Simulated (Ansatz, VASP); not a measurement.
# HfSi3 in VASP and in Ansatz

```xyz
4
Lattice="5.0853 0.0000 0.0000 0.0000 5.0853 0.0000 0.0000 0.0000 5.0853" Properties=species:S:1:pos:R:3 pbc="T T T"
Hf    2.5427    2.5427    2.5427
Si    0.0000    2.5427    2.5427
Si    2.5427    0.0000    2.5427
Si    2.5427    2.5427    0.0000
```

Alike in both runs: functional PBE; k mesh 10 × 10 × 10; occupations gaussian, width 0.1 eV; no spin polarisation.

Ansatz relaxed the structure, and its values are those at the end. VASP's run is a single point on that final structure, the one shown.

|  | VASP | Ansatz |
| --- | --- | --- |
| version | VASP 6.6.1 | Ansatz 0.2.0 |
| potentials or method | VASP PAW PBE potentials, release 64 (Hf_pv, Si) | scalar-relativistic, plane waves, PAW |
| plane-wave cutoff (eV) | 520 | 420 |
| valence electrons in the cell | 22 | 38 |

Ansatz gave:

* gap on the k mesh at the Fermi level (eV): none
* pressure (GPa): 0.0

Q: Which values does VASP return?

A: gap on the k mesh at the Fermi level (eV): none; pressure (GPa): 0.3.

A gap of «none» marks a metal or a gap that the smearing closes. The two sets of potentials don't hold the same shells in valence.

Spin-orbit coupling is left out, which matters for the levels of Hf.
